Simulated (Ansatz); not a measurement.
# Niobium (dhcp) across density functionals

All rows: Ansatz, plane waves with scalar-relativistic PAW, 420 eV (500 eV for the SCAN forms), relaxed under each functional, no dispersion correction, no zero-point motion. B₀ comes from uniform scaling at fixed shape; a dash is a value not given.

```tsv
functional	V (Å³/atom)	cell	B₀ (GPa)	magnetic state	ΔE to bcc (meV/atom)
PBE	18.69	a = 2.866 Å, c = 10.509 Å (c/a = 3.667)	162	spin not included	288
r²SCAN	18.58	a = 2.859 Å, c = 10.497 Å (c/a = 3.672)	167	spin not included	298
PBEsol	18.04	a = 2.829 Å, c = 10.409 Å (c/a = 3.679)	174	spin not included	305
LDA	17.64	a = 2.804 Å, c = 10.364 Å (c/a = 3.696)	182	spin not included	313
revPBE	18.92	a = 2.879 Å, c = 10.544 Å (c/a = 3.662)	157	spin not included	282
RPBE	19.02	a = 2.884 Å, c = 10.558 Å (c/a = 3.660)	155	spin not included	280
BLYP	19.43	a = 2.891 Å, c = 10.738 Å (c/a = 3.714)	149	spin not included	260
```

LDA gives the smallest volume and BLYP the largest.
